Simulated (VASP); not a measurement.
Runs of VASP 6.6.1 on GaN. It takes space group P6_3mc (No. 186, hexagonal). Conventional cell: a = 3.181 Å, b = 3.181 Å, c = 5.181 Å, α = 90.00°, β = 90.00°, γ = 120.00°. Ga (site symmetry 3m) is surrounded by 4 N at 1.94 to 1.95 Å. Around N (site symmetry 3m) lie 4 Ga at 1.94 to 1.95 Å. The cell is a database's computed one.

| level | potentials or basis | k mesh | cutoff (eV) | smearing | gap on the mesh (eV) | pressure (GPa) |
| --- | --- | --- | --- | --- | --- | --- |
| PBEsol | VASP PAW PBE potentials, release 64 (Ga_d, N) | 12 × 12 × 6 | 520 | gaussian 0.5 eV | 1.91 | 0.2 |
| r2SCAN | VASP PAW PBE potentials, release 64 (Ga_d, N) | 12 × 12 × 6 | 520 | gaussian 0.02 eV | 2.36 | 1.4 |
| PBEsol | VASP PAW PBE potentials, release 64 (Ga_d, N) | 12 × 12 × 6 | 700 | gaussian 0.02 eV | 1.91 | (a) |
| PBEsol | VASP PAW PBE potentials, release 64 (Ga_d, N) | 15 × 15 × 8 | 520 | gaussian 0.02 eV | 1.91 | 0.2 |
| PBEsol | VASP PAW PBE potentials, release 64 (Ga_h, N_h) | 12 × 12 × 6 | 900 | gaussian 0.02 eV | (b) | 0.5 |

Alike in all rows: task single point; no spin polarisation; cell as given.

Question: Fill in the values left out.

Answer: (a) 0.0; (b) 1.89.

Caveats: the PAW data sets were made with another functional, which shifts forces and pressure a little; an odd mesh through Γ misses points on the zone boundary, where band edges often lie (some runs); the cutoff is under 1.25 times the usual one of these potentials, so pressure, stress and relaxed cells hold a basis-set (Pulay) error (some runs).

A k mesh can miss the band edges, and the runs leave out spin-orbit coupling on Ga.

Not every run made on this cell is shown here.
